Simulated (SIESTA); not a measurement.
PbS (Galena):

```xyz
2
Lattice="0.0000 2.9657 2.9657 2.9657 0.0000 2.9657 2.9657 2.9657 0.0000" Properties=species:S:1:pos:R:3 pbc="T T T"
Pb    0.0000    0.0000    0.0000
S     2.9657    2.9657    2.9657
```

| Property | Result |
| --- | --- |
| Program | SIESTA 5.4.2 |
| Task | single point |
| Functional | PBE |
| Potentials or basis | PseudoDojo 0.4 standard (PBE files) |
| Basis | DZP (energy shift 0.002 Ry) |
| Grid cutoff | 500 Ry |
| Energy shift | 0.002 Ry |
| k mesh | 8 × 8 × 8 |
| Occupations | fermi-dirac, width 0.05 eV |
| Spin | no spin polarisation |

On this cell: pressure 3.0 GPa; largest force zero by symmetry; band gap on the k mesh 0.42 eV, direct.

The same run follows on a disturbed copy (atoms moved at random, drawn with an rms of 0.05 Å):

```
Pb S
1.0
     0.00000    2.96575    2.96575
     2.96575    0.00000    2.96575
     2.96575    2.96575    0.00000
Pb S
1 1
Direct
  0.98849 0.01386 0.99772
  0.49387 0.50530 0.49704
```

What changes?

The energy moves by +0.3 meV/atom; pressure 3.0 GPa; largest force 0.036 eV/Å; band gap on the k mesh 0.42 eV, direct.

Forces in eV/Å, atoms in the order of the input:
```
Pb  -0.030  0.016 -0.011
S    0.030 -0.016  0.011
```

Caveats: semicore shells carry a single zeta, which can move pressures by several GPa and volumes by a few percent; spin-orbit coupling is left out, which as a rule narrows the gap of such compounds by several tenths of an eV; the basis of atomic orbitals isn't converged, which shifts pressures, moduli and gaps.

A k mesh can miss the band edges.
